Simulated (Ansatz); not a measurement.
## CdS, space group P3m1: an all-electron equation of state, step by step

Program: the Python package of Ansatz (0.2.0).

Run as a notebook:

```python
from dataclasses import dataclass
import warnings

import ansatz
from ase.eos import EquationOfState
from ase.units import GPa
import numpy as np
```

```python
@dataclass(frozen=True)
class Options:
    filling: str = "fixed"
    xc: str = "pbesol"
    kgrid: tuple[int, ...] = (6, 6, 4)
```

```python
opts = Options()
```

```python
vectors0 = np.array([
    [4.26117, 0.0, 0.0],
    [-2.130585, 3.690281, 0.0],
    [0.0, 0.0, 5.804173],
])
sites = [
    ("Cd", [0.0, 0.0, 0.442692]),
    ("S", [2 / 3, 1 / 3, 0.434308]),
]
```

```python
def build(cell):
    crystal = ansatz.Crystal(lattice=ansatz.Lattice.of(cell))
    for symbol, position in sites:
        crystal = crystal.atom(symbol, position)
    return crystal
```

```python
warnings.simplefilter("ignore", ansatz.DeckWarning)
```

```python
volumes, energies = [], []
for scale in np.linspace(0.92, 1.08, 5):
    cell = vectors0 * scale ** (1 / 3)
    model = (
        build(cell).calculation()
        .occupations(opts.filling)
        .functional(opts.xc)
        .kpoints(*opts.kgrid)
        .pseudopotentials("all_electron", lapw=True)
    )
    rep = model.run(threads=1, pin="off").report
    volumes.append(abs(np.linalg.det(cell)) / len(sites))
    energies.append(rep["free_energy_ev"] / len(sites))
    print(f"{scale:.3f} {volumes[-1]:9.4f} A^3/atom {energies[-1]:16.5f} eV/atom  (estimated basis error {1000 * rep['lapw_basis_errors']['total_ev_per_atom']:.2f} meV/atom)")
v0, e0, bulk = EquationOfState(volumes, energies, eos="birchmurnaghan").fit()
print(f"V0 = {v0:.4f} A^3/atom, B0 = {bulk / GPa:.1f} GPa")
```

    0.920   41.9843 A^3/atom     -81505.60865 eV/atom  (estimated basis error 0.13 meV/atom)
    0.960   43.8097 A^3/atom     -81505.61232 eV/atom  (estimated basis error 0.13 meV/atom)
    1.000   45.6351 A^3/atom     -81505.60165 eV/atom  (estimated basis error 0.13 meV/atom)
    1.040   47.4605 A^3/atom     -81505.57963 eV/atom  (estimated basis error 0.13 meV/atom)
    1.080   49.2859 A^3/atom     -81505.54865 eV/atom  (estimated basis error 0.13 meV/atom)
    V0 = 43.3056 A^3/atom, B0 = 31.7 GPa

A third-order Birch-Murnaghan fit through the 5 points has its minimum at 43.31 Å³ an atom, 5.1 % below the typed cell, with a bulk modulus of 32 GPa and dB/dP = 4.6. From that minimum the energy rises by 4.2 meV an atom on the compressed side and 64.2 meV on the expanded side. The window is off centre, so dB/dP is rough.

What to keep in mind:
- All-electron totals depend on functional, relativistic treatment and basis; only differences at equal settings carry meaning.
- Shape and fractional positions are held along the curve, so the bulk modulus is an upper value where they are free to relax, by a factor of two or more in layered or hydrogen-bonded cells.
- This cell is a computed structure, which may not be the phase found in nature.
- It ran for 2.1 min on 1 thread of Arm Neoverse V2, on a shared host, peak memory 0.44 GiB.
